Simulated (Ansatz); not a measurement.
**Pd under changes of volume**

One of the cells (14.750 Å³/atom); the others are scaled copies at fixed shape and fractional positions:

```xyz
1
Lattice="0.0000 1.9465 1.9465 1.9465 0.0000 1.9465 1.9465 1.9465 0.0000" Properties=species:S:1:pos:R:3 pbc="T T T"
Pd    0.0000    0.0000    0.0000
```

| Property | Result |
| --- | --- |
| Program | Ansatz 0.2.0 |
| Functional | PBEsol |
| Potentials or basis | Ansatz PAW |
| Cutoff | 420 eV (not typed: the program's choice for these potentials) |
| k mesh | 12 × 12 × 12 |
| Occupations | fermi-dirac, width 0.05 eV |
| Spin | no spin polarisation |

| volume (Å³/atom) | energy over the lowest point (meV/atom) | pressure (GPa) |
| --- | --- | --- |
| 13.865 | 20.93 | 11.0 |
| 14.160 | 5.93 | 5.7 |
| 14.455 | 0.00 | 1.1 |
| 14.750 | ? | ? |
| 15.045 | 10.97 | -6.4 |
| 15.340 | 25.93 | -9.5 |
| 15.635 | 46.15 | -12.2 |

Q: What does the run at 14.750 Å³/atom give?

A: Energy over the lowest point 2.03 meV/atom; pressure -2.9 GPa.

Worked out: A Birch-Murnaghan fit of order 3 (a polynomial in V^(-2/3)) to the other rows has its minimum at 14.52 Å³/atom with B0 = V·E''(V) = 205 GPa and B' = 5.7. It gives 2.03 meV/atom at 14.750 Å³/atom, against the run's 2.03, and -dE/dV = -3.1 GPa, against -2.9.

Energies are extrapolated to zero smearing.

Caveats: the PAW data sets come from PBE, with cores solved anew for the run's functional, which leaves a small shift of forces and pressure.
